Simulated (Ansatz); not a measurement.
# V under changes of volume

One of the cells (13.891 Å³/atom); the others are scaled copies at fixed shape and fractional positions:

```
CELL_PARAMETERS angstrom
-1.51435 1.51435 1.51435
1.51435 -1.51435 1.51435
1.51435 1.51435 -1.51435
ATOMIC_POSITIONS crystal
V 0.00000 0.00000 0.00000
```

- Program: Ansatz 0.2.0
- Functional: PBEsol
- Potentials or basis: Ansatz PAW
- Cutoff: 420 eV (not typed: the program's choice for these potentials)
- k mesh: 12 × 12 × 12
- Occupations: fermi-dirac, width 0.05 eV
- Spin: collinear spin, ferromagnetic start
- Starting moments: [2.0] μB

| volume (Å³/atom) | energy over the lowest point (meV/atom) | pressure (GPa) |
| --- | --- | --- |
| 13.058 | 0.00 | -1.7 |
| 13.336 | ? | ? |
| 13.613 | 18.82 | -8.9 |
| 13.891 | 37.05 | -12.0 |
| 14.169 | 60.48 | -14.9 |
| 14.447 | 88.65 | -17.4 |
| 14.725 | 121.04 | -19.7 |

What does the run at 13.336 Å³/atom give?

Energy over the lowest point 6.30 meV/atom; pressure -5.5 GPa.

Worked out: A Birch-Murnaghan fit of order 3 (a polynomial in V^(-2/3)) to the other rows has its minimum at 12.94 Å³/atom, just outside them, with B0 = V·E''(V) = 193 GPa and B' = 3.5. It gives 6.30 meV/atom at 13.336 Å³/atom, against the run's 6.30, and -dE/dV = -5.5 GPa, against -5.5.

Energies are extrapolated to zero smearing.

Caveats: the PAW data sets come from PBE, with cores solved anew for the run's functional, which leaves a small shift of forces and pressure; the starting moments weren't kept.
